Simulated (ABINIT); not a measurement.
## SnTe: single point with WC

SnTe:

```xyz
2
Lattice="0.0000 3.1509 3.1509 3.1509 0.0000 3.1509 3.1509 3.1509 0.0000" Properties=species:S:1:pos:R:3 pbc="T T T"
Te    3.1509    3.1509    3.1509
Sn    0.0000    0.0000    0.0000
```

```
Program             : ABINIT 10.8.3 (patched build)
Task                : single point
Functional          : WC
Potentials or basis : JTH PAW PBE v2.0
Cutoff              : 707 eV
k mesh              : 7 × 7 × 7
Occupations         : fermi-dirac, width 0.05 eV
Spin                : no spin polarisation
Fine-grid cutoff    : 1306.15 eV
```

* Pressure: -0.5 GPa
* Valence electrons inside the program's atomic spheres: Te 3.11; Sn 11.81

Levels at points of the mesh, in eV from the Fermi level:
```
           k point  band 6  band 7  band 8  band 9  band 10  band 11  band 12  band 13  band 14
(0.00, 0.00, 0.00)  -12.86   -4.78   -2.16   -2.16    -2.16     3.38     3.38     3.38     4.76
```

It took 23 s on 1 thread of Arm Neoverse V1 (shared host), peak memory 0.14 GiB.

Caveat: this odd mesh misses L, where the gap lies, so gap, dielectric constants and Born charges aren't listed; the PAW data sets were made with another functional, which shifts forces and pressure a little. Spin-orbit coupling is left out, which matters for the levels of Te.
